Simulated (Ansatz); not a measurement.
# Ti: how the settings move a single-point run

How sensitive is a single-point run of Ti to its settings? A reference run comes first, then one run with altered input.

Method: reference: DFT, PBE, all-electron LAPW, scalar-relativistic, in Ansatz 0.2.0.

### Step 1. The structure to begin with

Symmetry: Im-3m, No. 229, cubic system. The conventional cell has a = 3.208 Å, b = 3.208 Å, c = 3.208 Å, α = 90.00°, β = 90.00°, γ = 90.00°. Around Ti (site symmetry m-3m) lie 8 Ti at 2.78 Å.

As a file:

```cif
data_structure
_symmetry_space_group_name_H-M 'P 1'
_symmetry_Int_Tables_number 1
_cell_length_a 2.7779
_cell_length_b 2.7779
_cell_length_c 2.7779
_cell_angle_alpha 109.471
_cell_angle_beta 109.471
_cell_angle_gamma 109.471
_cell_volume 16.50
loop_
_atom_site_label
_atom_site_type_symbol
_atom_site_fract_x
_atom_site_fract_y
_atom_site_fract_z
_atom_site_occupancy
Ti1 Ti 0.00000 0.00000 0.00000 1
```

### Step 2. Reference

input.yaml reads:

```yaml
crystal:
  lattice:
    - [-1.603844766, 1.603844766, 1.603844766]
    - [1.603844766, -1.603844766, 1.603844766]
    - [1.603844766, 1.603844766, -1.603844766]
  atoms:
    - { symbol: Ti, position: [0.0, 0.0, 0.0] }
kpoints:
  mp_grid: { grid: [18, 18, 18] }
scf:
  occupations: { method: fermi_dirac, width: 0.05 }
hamiltonian:
  xc: pbe
  pseudopotentials: { kind: all_electron, lapw: { basis_error: 0.001 } }
output:
  forces: true
  stress: true
  eigenvalues: true
```

Run with:

```bash
ansatz run input.yaml --threads 1 --pin off --max-ram 2048MiB --backend cpu --events-out ev --progress --plain --runs-dir out
```

### Step 3. Changed: xc rpbe

Changes to input.yaml since step 2:

```diff
@@ -12,3 +12,3 @@
 hamiltonian:
-  xc: pbe
+  xc: rpbe
   pseudopotentials: { kind: all_electron, lapw: { basis_error: 0.001 } }
```

Before running it: what results should come out? Wanted: for each run, ending; energy change; pressure; gap; force.

As calculated:

```csv
run,ending,energy change,pressure (GPa),gap (eV),force (eV/Å),cycles,time
reference,converged,-,5.1,0.00,0.00,6,4.5 s
1: xc rpbe,converged,not comparable,8.6,0.00,0.00,6,4.6 s
```

Residual by cycle in the longest SCF loop of each run; runs are numbered as in the table. The quantity is the density residual dr2, in eV.

```csv
cycle,reference,run 1
1,0.0672,0.072
2,2.8e-5,2.4e-5
3,9.3e-4,0.00102
4,3.7e-6,4.1e-6
5,1.5e-7,1.8e-7
6,9.8e-10,1.1e-9
```

A change of functional puts the total energy on another scale; the pressure goes from 5.1 to 8.6 GPa. At this fixed cell a higher pressure means that this functional prefers a larger volume than the reference.
